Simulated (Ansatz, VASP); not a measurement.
TePb: VASP beside Ansatz

INCAR

```
SYSTEM = TePb
PREC = Accurate ; ENCUT = 520
EDIFF = 1E-6 ; ISMEAR = 0
SIGMA = 0.028999999999999998 ; LREAL = .FALSE.
LASPH = .TRUE. ; NELM = 60
ALGO = Fast ; ISIF = 2
LWAVE = .FALSE. ; LCHARG = .TRUE.
GGA = PE ; LELF = .TRUE.
LVHAR = .TRUE.
```

KPOINTS

```
regular mesh
0
G
  7 7 7
  0 0 0
```

Contents of POSCAR:

```
TePb
1.0
    0.0000000000      3.2310000000      3.2310000000
    3.2310000000      0.0000000000      3.2310000000
    3.2310000000      3.2310000000      0.0000000000
Pb Te
1 1
Direct
    0.0000000000      0.0000000000      0.0000000000
    0.5000000000      0.5000000000      0.5000000000
```

input.yaml

```yaml
crystal:
  lattice:
    - [0.0, 3.231, 3.231]
    - [3.231, 0.0, 3.231]
    - [3.231, 3.231, 0.0]
  atoms:
    - { symbol: Pb, position: [0.0, 0.0, 0.0] }
    - { symbol: Te, position: [0.5, 0.5, 0.5] }
hamiltonian:
  xc: pbe
  pseudopotentials: { kind: paw }
kpoints:
  mp_grid: { grid: [7, 7, 7] }
scf:
  occupations: { method: gaussian, width: 0.029 }
output:
  forces: true
  stress: true
  eigenvalues: true
```

Alike in both runs: task single point; functional PBE; k mesh 7 × 7 × 7; occupations gaussian, width 0.029 eV; no spin polarisation.

|  | VASP | Ansatz |
| --- | --- | --- |
| version | VASP 6.6.1 | Ansatz 0.2.0 |
| potentials or method | VASP PAW PBE potentials, release 64 (Pb_d, Te) | Ansatz PAW |
| plane-wave cutoff (eV) | 520 | 420 |
| valence electrons in the cell | 20 | 30 |

```tsv
	VASP	Ansatz	Ansatz less VASP
gap on the k mesh at the Fermi level (eV)	1.01	1.01	-0.003
least direct gap on the mesh (eV)	1.01	1.01	-0.003
pressure (GPa)	2.1	2.1	+0.06
```

The two sets of potentials don't hold the same shells in valence.

The runs have no spin-orbit coupling, so splittings on Pb, Te are missing.
